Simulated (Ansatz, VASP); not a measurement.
# KBr: VASP beside Ansatz

The input INCAR:

```
ALGO = Normal
EDIFF = 1E-6
ENCUT = 520
GGA = PE
ISIF = 2
ISMEAR = 0
LASPH = T
LCHARG = F
LREAL = F
LWAVE = F
NBANDS = 15
NELM = 80
PREC = Accurate
SIGMA = 0.05
```

The input KPOINTS:

```
k-points
0
Gamma
  6 6 6
```

File POSCAR:

```
KBr
1.0
    0.0000000000      3.3418875000      3.1937250000
    3.3418875000      0.0000000000      3.1937250000
    3.3418875000      3.3418875000      0.0000000000
K Br
1 1
Direct
    0.0000000000      0.0000000000      0.0000000000
    0.5000000000      0.5000000000      0.5000000000
```

Input for Ansatz:

```yaml
crystal:
  lattice:
    - [0.0, 3.3418875, 3.193725]
    - [3.3418875, 0.0, 3.193725]
    - [3.3418875, 3.3418875, 0.0]
  atoms:
    - { symbol: K, position: [0.0, 0.0, 0.0] }
    - { symbol: Br, position: [0.5, 0.5, 0.5] }
basis:
  ecutwfc: 420
kpoints:
  mp_grid: { grid: [6, 6, 6] }
hamiltonian:
  xc: pbe
scf:
  occupations: { method: gaussian, width: 0.05 }
output:
  forces: true
  stress: true
  eigenvalues: true
```

Change from the starting cell: strain +0.015 along x and y, -0.030 along z, atoms carried along.

Alike in both runs: task single point; functional PBE; k mesh 6 × 6 × 6; occupations gaussian, width 0.05 eV; no spin polarisation.

|  | VASP | Ansatz |
| --- | --- | --- |
| version | VASP 6.6.1 | Ansatz 0.2.0 |
| potentials or method | VASP PAW PBE potentials, release 64 (K_sv, Br) | scalar-relativistic, plane waves, PAW |
| plane-wave cutoff (eV) | 520 | 420 |
| valence electrons in the cell | 16 | 16 |

VASP gave:

| Item | Value |
| --- | --- |
| gap on the k mesh at the Fermi level (eV) | 4.43 |
| least direct gap on the mesh (eV) | 4.43 |
| pressure (GPa) | 1.0 |
| largest component of the traceless stress (GPa) | 1.15 |

Which values does Ansatz return?

gap on the k mesh at the Fermi level (eV): 4.43; least direct gap on the mesh (eV): 4.43; pressure (GPa): 0.9; largest component of the traceless stress (GPa): 1.13.

With one functional, cell and mesh, what is left measures potentials, basis and numerics.
